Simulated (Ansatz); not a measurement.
TiTe₂: experiment and calculation

**Measured values to compare with.**

“Switching of the topologically trivial and non-trivial quantum phase transitions in compressed 1T-TiTe2: Experiments and Theory”, 2017, arxiv:1709.00815 reports, for a powder of TiTe2: bulk modulus 28.6 GPa.

The results are compared with them further down.

These are results of DFT r2SCAN, scalar-relativistic, plane waves, PAW in Ansatz 0.2.0, not measurements.

Settings: cutoff 500 eV, Γ-centred mesh 12×12×8 on the computed 3-atom cell, Gaussian smearing of 0.10 eV; no spin polarisation.

Relaxed structure, symmetry kept:

```
CELL_PARAMETERS angstrom
3.80024 0.00000 0.00000
-1.90012 3.29111 0.00000
0.00000 0.00000 6.89807
ATOMIC_POSITIONS crystal
Ti 0.00000 0.00000 0.00000
Te 0.66667 0.33333 0.24632
Te 0.33333 0.66667 0.75368
```

```
Space group                                                       : P-3m1 (No. 164)
Volume per atom                                                   : 28.76 Å³
Formation energy from the elements' standard states (uncorrected) : -0.833 eV/atom
Generalised Kohn–Sham band gap                                    : none (metal)
Density of states at the Fermi level                              : 1.03 states/eV per cell
Löwdin character within 0.5 eV of the Fermi level                 : Ti 3d 76 %, Te 5p 20 %
Bader charges (e)                                                 : Ti (1 in the cell) 1.49, Te (2 in the cell) -0.75
```

Spin-orbit coupling is left out, which matters for the bands of heavy elements.

A measured bulk modulus of TiTe2 is 28.6 GPa (powder; the paper above); the calculated 15 GPa misses it by -47.7 %. So large a miss may mean another phase, state or a wrong row. The calculation is for 0 K without zero-point motion.

Cost: 6 runs of about 18 core-minutes in all, on Arm Neoverse V2 (shared hosts).